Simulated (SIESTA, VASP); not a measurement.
Given: the input of a run of SIESTA 5.4.2 on Nb. This isn't the form of Nb at room conditions, which is bcc.

File Nb.fdf:

```
SystemName                      Nb
SystemLabel                     Nb
NumberOfSpecies                 1
NumberOfAtoms                   1
%block ChemicalSpeciesLabel
  1  41 Nb
%endblock ChemicalSpeciesLabel

UseStructFile                   true

%block kgrid.MonkhorstPack
   10   0   0  0.0
    0  10   0  0.0
    0   0  10  0.0
%endblock kgrid.MonkhorstPack
XC.Functional                   GGA
XC.Authors                      PBE
PAO.BasisSize                   DZP
PAO.EnergyShift                 0.003 Ry
Mesh.Cutoff                     800 Ry
OccupationFunction              FD
ElectronicTemperature           0.05 eV
MaxSCFIterations                120
SCF.MustConverge                false
SCF.Mixer.Method                Pulay
SCF.Mixer.Weight                0.25
SCF.Mixer.History               8
SCF.DM.Tolerance                5.0e-05
SCF.H.Tolerance                 1.0e-03 eV
WriteForces                     true
Charge.Mulliken                 end
%block PAO.Basis
  Nb 5
  n=4 0 2
    3.366 0.000
  n=5 0 2
    9.205 0.000
  n=4 1 2
    3.905 0.000
  n=5 1 1
    9.205
  n=4 2 2
    7.356 0.000
%endblock PAO.Basis
```

File Nb.STRUCT_IN:

```
   2.7196400000     0.0000000000     0.0000000000
   0.0000000000     2.7196400000     0.0000000000
   0.0000000000     0.0000000000     2.7196400000
1
1  41    0.5000000000     0.5000000000     0.5000000000
```

Potentials or basis: PseudoDojo 0.4 standard (PBE files), converted to PSML, two zetas on semicore shells, DZP (energy shift 0.003 Ry; two zetas on semicore shells).

The run is started by

```console
$ siesta Nb.fdf > Nb.out 2>&1
```

Translate it to VASP 6.6.1. Potentials or basis there: PBE PAW files Nb_sv, 520 eV.

As run (cutoffs and basis follow the program's own potentials, and thresholds, step limits or extra output files can differ):

Contents of INCAR:

```
PREC = Accurate ; ENCUT = 520
EDIFF = 1E-7 ; ISMEAR = -1
SIGMA = 0.05 ; LREAL = F
LASPH = T ; NELM = 60
ALGO = Normal ; ISIF = 2
LWAVE = F ; LCHARG = T
GGA = PE ; LELF = T
LVHAR = T ; NBANDS = 12
```

The input KPOINTS:

```
regular mesh
0
Gamma
  10 10 10
```

The input POSCAR:

```
Nb
1.0
    2.7196400000      0.0000000000      0.0000000000
    0.0000000000      2.7196400000      0.0000000000
    0.0000000000      0.0000000000      2.7196400000
Nb
1
Direct
    0.5000000000      0.5000000000      0.5000000000
```

Potentials or basis: VASP PAW PBE potentials, release 64 (Nb_sv).

Run with:

```sh
$ cat potpaw_PBE.64/Nb_sv/POTCAR > POTCAR
$ mpirun -np 1 vasp_std > vasp.out
```

Both were run:

|  | SIESTA | VASP |
| --- | --- | --- |
| Pressure | 2.2 GPa | 0.3 GPa |

Pressure is positive in compression.
